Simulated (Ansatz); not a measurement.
Method: Ansatz, DFT PBE, scalar-relativistic, plane waves, PAW. All cells share a 420 eV cutoff and Γ-centred k meshes spaced at most about 0.3 Å⁻¹ (about 0.25 or finer for metals, 2π included). No spin polarisation.

Each guess is relaxed in cell and atoms at zero pressure, on a coarse mesh first where it starts far from rest and then on a converged one. The steps can't lower the symmetry of the start, but it can rise. Energies are static (0 K, no zero-point motion).

This guess for Bi2Te3 isn't its lowest structure:

```yaml
crystal:
  lattice:
    - [-3.02184, 3.02184, 5.30906]
    - [3.02184, -3.02184, 5.30906]
    - [3.02184, 3.02184, -5.30906]
  atoms:
    - { symbol: Bi, position: [0.13082, 0.13082, 0.00000] }
    - { symbol: Bi, position: [0.86918, 0.86918, 0.00000] }
    - { symbol: Te, position: [0.29751, 0.29751, 0.00000] }
    - { symbol: Te, position: [0.70249, 0.70249, 0.00000] }
    - { symbol: Te, position: [0.50000, 0.50000, 0.00000] }
```

Q: Where does the relaxation end?

A: I4/mmm at 38.8 Å³/atom → I4/mmm at 32.5 Å³/atom. Conventional cell: a = 4.304 Å, c = 17.529 Å. Around Bi lie 5 Te at 3.21–3.38 Å and 4 Te at 3.75 Å; around Te on a site of symmetry 4mm lie 1 Te at 3.20 Å and 5 Bi at 3.21–3.38 Å; around Te on a site of symmetry 4/mmm lie 2 Te at 3.20 Å and 8 Bi at 3.75 Å.

```xyz
5
Lattice="-2.1522 2.1522 8.7647 2.1522 -2.1522 8.7647 2.1522 2.1522 -8.7647" Properties=species:S:1:pos:R:3 pbc="T T T"
Bi    0.0000    0.0000    2.1874
Bi    0.0000    0.0000   15.3420
Te    0.0000    0.0000    5.5642
Te    0.0000    0.0000   11.9653
Te    0.0000    0.0000    8.7647
```

Q: How far does this end lie above the lowest form of Bi2Te3 relaxed in the same way, and what is that form?

A: It lies 0.33 eV/atom above the lowest of the 5 forms computed, a structure that the Crystallography Open Database (COD) lists, of the tetradymite type. Space group R-3m (No. 166), trigonal, a = 4.447 Å, c = 32.169 Å. Bi is surrounded by 3 Te at 3.09 Å and 3 Te at 3.29 Å; around Te on a site of symmetry -3m lie 6 Bi at 3.29 Å; Te on a site of symmetry 3m has 3 Bi at 3.09 Å. That form has 36.7 Å³/atom and a gap of 0.55 eV on its mesh; the guess's end has none. Counting Te atoms around Bi (those within 1.25 times the shortest such distance or 1.15 times the sum of covalent radii, 1.27 where that leaves under three; a plus sign parts nearer from farther groups), the guess's end has Bi 5+4 and the lowest form has Bi 6.

Weakly bound directions are ill-defined at this level, which has no dispersion term (R-3m), and this can change margins and order among such cells. These runs have no spin–orbit coupling, which can matter for Bi and Te. Kohn–Sham gaps at this level usually fall short of measured ones. The missing spin–orbit coupling can work the other way here. Some types were kept out of the candidates beforehand, so the set may lack a known form.

The tetragonal arrangement relaxes to a denser packing but remains 0.33 eV/atom above the tetradymite form, so closer packing doesn't compensate for less favourable bonding. In tetradymite, Bi has six Te neighbours and the nearest contacts are heteropolar, which suits Bi(III) and telluride: filled, mainly Te 5p states lie below largely empty Bi 6p states. The tetragonal cell instead puts Te atoms 3.20 Å apart, too far for ordinary single bonds but close enough for appreciable p overlap, while the central Te has only distant Bi neighbours. This probably raises Te–Te antibonding states and broadens the bands, helping to close the gap and raise the energy.

The tetradymite gap of 0.55 eV is well above the small measured one, most likely because spin–orbit coupling, which inverts the Bi and Te p-derived band edges near Γ, is absent; the sampling mesh may also miss the true edges. The smaller volume of the tetragonal cell means compression would narrow its enthalpy deficit, but doesn't establish it as a high-pressure phase.
